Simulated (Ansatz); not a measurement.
## TiTe: from a first guess to the relaxed wurtzite type

First guess:

```
CELL_PARAMETERS angstrom
4.55018 0.00000 0.00000
-2.27509 3.94057 0.00000
0.00000 0.00000 7.41679
ATOMIC_POSITIONS crystal
Ti 0.33333 0.66667 0.00000
Ti 0.66667 0.33333 0.50000
Te 0.33333 0.66667 0.37600
Te 0.66667 0.33333 0.87600
```

Theory: DFT, PBE, PAW with Ansatz's default frozen-core files, scalar-relativistic in Ansatz 0.2.0.

Cell and atoms relax within the symmetry of the start on a 8×8×5 k mesh with 0.05 eV Fermi–Dirac smearing.

The start is built from a prototype, known or not as a phase of this compound; the cutoff is 420 eV.

No spin–orbit coupling, which matters for the heavy atoms here.

Task: What is the pressure of the first guess?

Result: -3.40 GPa.

Task: What does it relax to?

Result: a = 3.633 Å, b = 3.633 Å, c = 8.936 Å, α = 90.00°, β = 90.00°, γ = 120.00° (conventional cell), 25.53 Å³ per atom:
```xyz
4
Lattice="3.6326 0.0000 0.0000 -1.8163 3.1459 0.0000 0.0000 0.0000 8.9364" Properties=species:S:1:pos:R:3 pbc="T T T"
Ti    0.0000    2.0973    0.3159
Ti    1.8163    1.0486    4.7841
Te    0.0000    2.0973    3.0442
Te    1.8163    1.0486    7.5124
```

Task: How much energy does the relaxation release?

Result: 156 meV/atom.
